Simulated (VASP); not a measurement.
The system is MgSe.

```xyz
2
Lattice="0.0000 2.7255 2.7255 2.7255 0.0000 2.7255 2.7255 2.7255 0.0000" Properties=species:S:1:pos:R:3 pbc="T T T"
Mg    0.0000    0.0000    0.0000
Se    2.7255    2.7255    2.7255
```

```yaml
Program: VASP 6.6.1
Task: relaxation of cell and atoms
Functional: PBE
Potentials_or_basis: VASP PAW PBE potentials, release 64 (Mg, Se)
Cutoff: 520 eV
k_mesh: 8 × 8 × 8
Occupations: gaussian, width 0.1 eV
Spin: no spin polarisation
```

At the start: pressure 1.9 GPa; volume 20.25 Å³/atom.

Q: Where does the relaxation end?

A: Over 3 steps the energy falls by 3.5 meV/atom and the volume is 20.84 Å³/atom (+3.0 %); space group Fm-3m (No. 225, to 0.05 Å).

Step by step:
```tsv
step	energy change (eV)	largest force (eV/Å)	pressure (GPa)	volume (Å³)
1	0.0000	0.0000	1.91	40.49
2	-0.0067	0.0000	-0.34	41.92
3	-0.0070	0.0000	-0.01	41.69
```

Final structure:
```
Mg Se
1.0
     0.00000    2.75208    2.75208
     2.75208    0.00000    2.75208
     2.75208    2.75208    0.00000
Mg Se
1 1
Direct
  0.00000 0.00000 0.00000
  0.50000 0.50000 0.50000
```
